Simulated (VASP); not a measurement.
# PbSe (Fm-3m) in VASP: a series of runs, part 2 of 2

VASP 6.6.1.

## (5) Single point, PBE+D3(BJ) (volume scaled by 0.94)

INCAR

```
SYSTEM = PbSe
PREC = Accurate
ENCUT = 520
EDIFF = 1E-6
ISMEAR = 0
SIGMA = 0.01
LREAL = .FALSE.
LASPH = .TRUE.
NELM = 80
ALGO = Normal
ISIF = 2
LWAVE = .FALSE.
LCHARG = .FALSE.
GGA = PE
IVDW = 12
NBANDS = 17
```

KPOINTS

```
regular mesh
0
G
  10 10 10
  0 0 0
```

POSCAR

```
PbSe
1.0
    0.0000000000      3.0044895262      3.0044895262
    3.0044895262      0.0000000000      3.0044895262
    3.0044895262      3.0044895262      0.0000000000
Pb Se
1 1
Direct
    0.0000000000      0.0000000000      0.0000000000
    0.5000000000      0.5000000000      0.5000000000
```

Potentials or basis: VASP PAW PBE potentials, release 64 (Pb_d, Se).

Run with:

```bash
$ cat potpaw_PBE.64/Pb_d/POTCAR potpaw_PBE.64/Se/POTCAR > POTCAR
$ mpirun -np 1 vasp_std > vasp.out
```

OUTCAR:

```text
SYSTEM = PbSe
   PREC = Accurate
   ENCUT = 520
   EDIFF = 1E-6
   ISMEAR = 0
   LREAL = .FALSE.
   LASPH = .TRUE.
   NELM = 80
   ISIF = 2
   GGA = PE
   IVDW = 12
 IVDW          = 12

 ion  position               nearest neighbor table
   1  0.000  0.000  0.000-   2 3.00   2 3.00   2 3.00   2 3.00   2 3.00   2 3.00
   2  0.500  0.500  0.500-   1 3.00   1 3.00   1 3.00   1 3.00   1 3.00   1 3.00

  LATTYP: Found a face centered cubic cell.
 ALAT       =     6.0089790524

  Lattice vectors:

 A1 = (   0.0000000000,   3.0044895262,   3.0044895262)
 A2 = (   3.0044895262,   0.0000000000,   3.0044895262)
 A3 = (   3.0044895262,   3.0044895262,   0.0000000000)

Analysis of symmetry for initial positions (statically):
=====================================================================
 Subroutine PRICEL returns:
 Original cell was already a primitive cell.

 Routine SETGRP: Setting up the symmetry group for a
 face centered cubic supercell.

 Subroutine GETGRP returns: Found 48 space group operations
 (whereof 48 operations were pure point group operations)
 out of a pool of 48 trial point group operations.

The static configuration has the point symmetry O_h .

Analysis of symmetry for dynamics (positions and initial velocities):
[... 161 lines left out ...]
 val. band max:        5.8376457750   @ k =   0.5000   0.0000   0.0000
 cond. band min:       5.9275805743   @ k =   0.5000   0.0000   0.0000
 fundamental gap:      0.0899347994
 Fermi energy:         5.8785762719

 k-point     1 :       0.0000    0.0000    0.0000
  band No.  band energies     occupation
      1     -11.1604      2.00000
      2     -11.1604      2.00000
      3     -11.1604      2.00000
      4     -11.1593      2.00000
      5     -11.1593      2.00000
      6      -8.3062      2.00000
[... 457 lines left out ...]
      4     -11.1189      2.00000
      5     -11.1157      2.00000
      6      -7.0646      2.00000
[... 9 lines left out ...]
     16      16.5735      0.00000
     17      17.3384      0.00000

 [... further k-points ...]

------------------------ aborting loop because EDIFF is reached ----------------------------------------

 Edisp (eV)   -0.77971

 E8    (eV) :    -0.3635

  FORCE on cell =-STRESS in cart. coord.  units (eV):
  Direction    XX          YY          ZZ          XY          YZ          ZX
  --------------------------------------------------------------------------------------
  -------------------------------------------------------------------------------------
  Total       1.23252     1.23252     1.23252     0.00000     0.00000     0.00000
  in kB      36.40513    36.40513    36.40513     0.00000     0.00000     0.00000
  external pressure =       36.41 kB  Pullay stress =        0.00 kB

 VOLUME and BASIS-vectors are now :
 -----------------------------------------------------------------------------
  energy-cutoff  :      520.00
  volume of cell :       54.24
      direct lattice vectors                 reciprocal lattice vectors
     0.000000000  3.004489526  3.004489526    -0.166417621  0.166417621  0.166417621
     3.004489526  0.000000000  3.004489526     0.166417621 -0.166417621  0.166417621
     3.004489526  3.004489526  0.000000000     0.166417621  0.166417621 -0.166417621

 POSITION                                       TOTAL-FORCE (eV/Angst)
 -----------------------------------------------------------------------------------
      0.00000      0.00000      0.00000        -0.000000      0.000000      0.000000
      3.00449      3.00449      3.00449         0.000000     -0.000000     -0.000000
 -----------------------------------------------------------------------------------
    total drift:                                0.000000     -0.000000     -0.000000

  FREE ENERGIE OF THE ION-ELECTRON SYSTEM (eV)
  ---------------------------------------------------
  free  energy   TOTEN  =        -8.8764669665 eV

  energy  without entropy=       -8.8764669665  energy(sigma->0) =       -8.87646697
```

OSZICAR:

```text
N       E                     dE             d eps       ncg     rms          rms(c)
DAV:   1     0.156461121519E+03    0.15646E+03   -0.97854E+03  1630   0.123E+03
DAV:   2     0.284052779754E+01   -0.15362E+03   -0.14834E+03  1733   0.313E+02
DAV:   3    -0.809139557140E+01   -0.10932E+02   -0.10862E+02  2066   0.886E+01
DAV:   4    -0.834309976305E+01   -0.25170E+00   -0.25140E+00  1970   0.147E+01
DAV:   5    -0.835202779779E+01   -0.89280E-02   -0.89272E-02  2349   0.268E+00    0.290E+00
DAV:   6    -0.809983642691E+01    0.25219E+00   -0.58837E-01  2460   0.565E+00    0.171E+00
DAV:   7    -0.809399595391E+01    0.58405E-02   -0.11411E-01  2007   0.169E+00    0.882E-01
DAV:   8    -0.809698394611E+01   -0.29880E-02   -0.11450E-02  2019   0.122E+00    0.119E-01
DAV:   9    -0.809671435907E+01    0.26959E-03   -0.21016E-03  2451   0.497E-01    0.465E-02
DAV:  10    -0.809675211568E+01   -0.37757E-04   -0.18651E-04  1901   0.825E-02    0.182E-02
DAV:  11    -0.809675880841E+01   -0.66927E-05   -0.61597E-05  2138   0.804E-02    0.105E-02
DAV:  12    -0.809675862189E+01    0.18652E-06   -0.34731E-06  1941   0.124E-02
   1 F= -.88764670E+01 E0= -.88764670E+01  d E =-.119682E-11
```

stdout:

```text
POSCAR found type information on POSCAR PbSe
 POSCAR found :  2 types and       2 ions
 scaLAPACK will be used
 LDA part: xc-table for (Slater+PW92), standard interpolation
 POSCAR, INCAR and KPOINTS ok, starting setup
 FFT: planning ... GRIDC
 FFT: planning ... GRID_SOFT
 FFT: planning ... GRID
 WAVECAR not read
 entering main loop
```

Wall time 35 s (1 thread of Intel Xeon Platinum 8259CL at 2.50GHz (Skylake/Cascade Lake), shared host); peak memory 0.21 GiB.

Results:

- Free energy: -8.8765 eV
- Pressure: 3.6 GPa
- Band gap on the k mesh: 0.09 eV, direct
- Dispersion energy per atom: -0.390 eV

Levels at points of the mesh, in eV from the valence-band top:
```tsv
k point	band 6	band 7	band 8	band 9	band 10	band 11	band 12	band 13	band 14	band 15
(0.00, 0.00, 0.00)	-14.14	-6.27	-2.20	-2.20	-2.20	4.78	4.78	4.78	6.33	6.33
(0.50, 0.00, 0.00)	-12.94	-9.20	-1.74	-1.74	0.00	0.09	1.51	1.51	8.56	10.05
(0.50, 0.50, 0.00)	-12.47	-7.54	-5.52	-3.65	-3.65	3.39	5.77	5.77	6.23	11.36
```

Caveat: spin-orbit coupling is left out, which moves the levels of the heavy elements.

## (6) Single point, PBE+D3(BJ) (volume scaled by 0.97)

INCAR

```
PREC     = Accurate       # precision mode
ENCUT    = 520            # plane-wave cutoff, eV
EDIFF    = 1E-6           # SCF threshold, eV
ISMEAR   = 0              # smearing method
SIGMA    = 0.01           # smearing width, eV
LREAL    = False          # projectors in reciprocal space
LASPH    = True           # aspherical terms in the spheres
NELM     = 60             # most SCF steps
ALGO     = Normal         # electronic algorithm
ISIF     = 2              # what is computed and relaxed
LWAVE    = False          # write WAVECAR
LCHARG   = True           # write CHGCAR
GGA      = PE             # functional
IVDW     = 12             # dispersion correction
LELF     = True           # ELF
LVHAR    = True         
NBANDS   = 17             # bands
```

KPOINTS

```
regular mesh
0
Gamma
  10 10 10
```

POSCAR

```
PbSe
1.0
    0.0000000000      3.0361180561      3.0361180561
    3.0361180561      0.0000000000      3.0361180561
    3.0361180561      3.0361180561      0.0000000000
Pb Se
1 1
Direct
    0.0000000000      0.0000000000      0.0000000000
    0.5000000000      0.5000000000      0.5000000000
```

Potentials or basis: VASP PAW PBE potentials, release 64 (Pb_d, Se).

Run with:

```bash
$ cat potpaw_PBE.64/Pb_d/POTCAR potpaw_PBE.64/Se/POTCAR > POTCAR
$ mpirun -np 1 vasp_std > vasp.out
```

Run time: 34 s. Hardware: 1 thread of Intel Xeon Platinum 8259CL at 2.50GHz (Skylake/Cascade Lake), shared host; peak memory 0.21 GiB.

Results (log left out):

| Property | Result |
| --- | --- |
| Free energy | -8.9054 eV |
| Pressure | 1.7 GPa |
| Band gap on the k mesh | 0.21 eV, direct |
| Dispersion energy per atom | -0.378 eV |

Levels at points of the mesh, in eV from the valence-band top:
| k point | band 8 | band 9 | band 10 | band 11 | band 12 | band 13 |
| --- | --- | --- | --- | --- | --- | --- |
| (0.00, 0.00, 0.00) | -2.01 | -2.01 | -2.01 | 4.74 | 4.74 | 4.74 |
| (0.50, 0.00, 0.00) | -1.59 | -1.59 | 0.00 | 0.21 | 1.62 | 1.62 |
| (0.50, 0.50, 0.00) | -5.21 | -3.41 | -3.41 | 3.56 | 5.68 | 5.68 |

Caveat: spin-orbit coupling is left out, which moves the levels of the heavy elements. A k mesh can miss the band edges.

## (7) Overview

| cell | gap on the mesh (eV) | pressure (GPa) |
| --- | --- | --- |
| a = 4.338 Å, angles 60.0°, 2 atoms | 0.31 | 0.0 |
| a = 4.157 Å, angles 60.0°, 2 atoms | 0.19 | 8.6 |
| a = 4.203 Å, angles 60.0°, 2 atoms | 0.04 | 5.9 |
| a = 4.249 Å, angles 60.0°, 2 atoms | 0.09 | 3.6 |
| a = 4.294 Å, angles 60.0°, 2 atoms | 0.21 | 1.7 |

Alike in all rows: task single point; level PBE+D3(BJ); potentials or basis VASP PAW PBE potentials, release 64 (Pb_d, Se); no spin polarisation; k mesh 10 × 10 × 10; cutoff (eV) 520; smearing gaussian 0.01 eV.

Caveats: spin-orbit coupling is left out, which moves the levels of the heavy elements.

Absolute energies hang on the potentials; compare differences alone.

## (8) Comparison with measurements

Step 2. Measured gap of PbSe: 0.28 eV (direct; 300 K; a printed reference work, monograph). This calculation gives 0.31 eV (+0.03 eV). 2 values of this kind are on record (0.15 to 0.28 eV); this one was drawn at random. Spin-orbit coupling on Pb, Se is left out. The value is that of PBE+D3(BJ) on a finite k mesh, which can miss the band edges, without temperature or zero-point motion.
